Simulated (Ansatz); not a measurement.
This is a field-response calculation (clamped ions) with the PAW code Ansatz on BaF2 on the sites of the fluorite structure (relaxed group Fm-3m); the level of theory is r2SCAN. The geometry is the r2SCAN minimum.

Input (YAML):
```yaml
crystal:
  lattice:
    - [0.0, 3.0971615099, 3.0971615099]
    - [3.0971615099, 0.0, 3.0971615099]
    - [3.0971615099, 3.0971615099, 0.0]
  atoms:
    - { symbol: Ba, position: [0.0, 0.0, 0.0] }
    - { symbol: F, position: [0.75, 0.75, 0.75] }
    - { symbol: F, position: [0.25, 0.25, 0.25] }
kpoints:
  mp_grid: { grid: [6, 6, 6] }
hamiltonian:
  xc: r2scan
scf:
  occupations: { method: fixed }
dielectric: {}
```

Run as `ansatz run input.yaml --threads 2 --pin off --max-ram 20275MiB --backend cpu --events-out ev --progress --plain --runs-dir out`. Wall time 8.1 s on 2 threads of AMD EPYC 7R13 Processor (Zen 3), with other jobs on the host, load about 2.4 per core; peak host memory 0.99 GiB.

Abridged output:
```
Pseudopotential: Ba, paw, valence charge 10, recommended cutoff 500 eV (meta_gga)
Pseudopotential: F, paw, valence charge 7, recommended cutoff 500 eV (meta_gga)
Functional definition: r2SCAN
Crystal: 3 atoms, lattice volume = 59.418 Å³
Basis set: ecut = 500 eV, 1459 PW (Γ)
Bands: 16, of which v1, the nominal top of the filled ones, is band 12 counted from 1 (11 counted from 0)
Symmetry: 48 space group operations
k-points: 30 of 216 (irreducible under 8 space group operations, time reversal used)
preconditioner: auto → none  [insulator: Δε(μ)=7.777 eV  ℏωp=23.6 eV]
Free energy (F): -7590.721730 eV
Fermi energy:    2.611830 eV
--- Dielectric response (ions clamped): 1 representative field direction + reference, on 30 of 216 k-points ---
  ε∞ (high-frequency dielectric tensor):
        2.269788     0.000000     0.000000
        0.000000     2.269788     0.000000
        0.000000     0.000000     2.269788
  Born effective charges Z* (e; rows j = field, columns β = displacement):
    site 0:
         2.58157    0.00000    0.00000
         0.00000    2.58157    0.00000
         0.00000    0.00000    2.58157
    site 1:
        -1.29078    0.00000    0.00000
         0.00000   -1.29078    0.00000
         0.00000    0.00000   -1.29078
    site 2:
        -1.29078    0.00000    0.00000
         0.00000   -1.29078    0.00000
         0.00000    0.00000   -1.29078
```

ε∞: 2.27 in all directions. Born charges, averaged over directions: Ba +2.58, F -1.29 e.

(Simulation; spin polarisation is off.)
